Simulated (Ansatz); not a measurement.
Input of an Ansatz 0.2.0 run:

input.yaml

```yaml
crystal:
  lattice:
    - [4.54534955, 0.0, 0.0]
    - [0.0, 5.51961944, 0.0]
    - [0.0, 0.0, 4.90919686]
  atoms:
    - { symbol: Ti, position: [0.0, 0.17299093, 0.75] }
    - { symbol: Ti, position: [0.5, 0.32700907, 0.25] }
    - { symbol: Ti, position: [0.0, 0.82700907, 0.25] }
    - { symbol: Ti, position: [0.5, 0.67299093, 0.75] }
    - { symbol: O, position: [0.27145062, 0.38172464, 0.91864908] }
    - { symbol: O, position: [0.77145062, 0.11827536, 0.08135092] }
    - { symbol: O, position: [0.22854938, 0.11827536, 0.41864908] }
    - { symbol: O, position: [0.72854938, 0.38172464, 0.58135092] }
    - { symbol: O, position: [0.27145062, 0.61827536, 0.41864908] }
    - { symbol: O, position: [0.77145062, 0.88172464, 0.58135092] }
    - { symbol: O, position: [0.22854938, 0.88172464, 0.91864908] }
    - { symbol: O, position: [0.72854938, 0.61827536, 0.08135092] }
hamiltonian:
  xc: pbesol
  pseudopotentials: { kind: paw }
  dispersion: d3bj
kpoints:
  mp_grid: { grid: [6, 5, 6] }
scf:
  occupations: { method: fermi_dirac, width: 0.05 }
output:
  forces: true
  stress: true
  eigenvalues: true
  write_density: true
  write_potential: true
  elf: true
  volumetric_format: npy
relax:
  f_tol: 0.01
  max_steps: 40
  cell: { stress_tol: 0.05 }
```

Potentials or basis: Ansatz PAW.

Run with:

```console
$ ansatz run input.yaml --threads 4 --pin off --max-ram 11264MiB --backend cpu --events-out ev --progress --plain --runs-dir out
```

Q: Predict the relaxed cell.

A: a = 4.517 Å, b = 5.460 Å, c = 4.856 Å, α = 90.00°, β = 90.00°, γ = 90.00°.

Q: Estimate the space group after relaxing (to 0.05 Å).

A: Pbcn (No. 60).

Forces on the atoms (eV/Å):
```
Ti   0.000  0.000  0.000
Ti   0.000  0.000  0.000
Ti   0.000  0.000  0.000
Ti   0.000  0.000  0.000
O   -0.002 -0.003  0.000
O   -0.002  0.003  0.000
O    0.002  0.003  0.000
O    0.002 -0.003  0.000
O   -0.002  0.003  0.000
O   -0.002 -0.003  0.000
O    0.002 -0.003  0.000
O    0.002  0.003  0.000
```

Caveat: odd divisions of the mesh miss points on the zone boundary, where band edges often lie, so the gap on the mesh can be too wide; the plane-wave basis is chosen anew once the cell has moved, so the energies of steps on either side of that aren't comparable; the PAW data sets come from PBE, with cores solved anew for the run's functional, which leaves a small shift of forces and pressure.
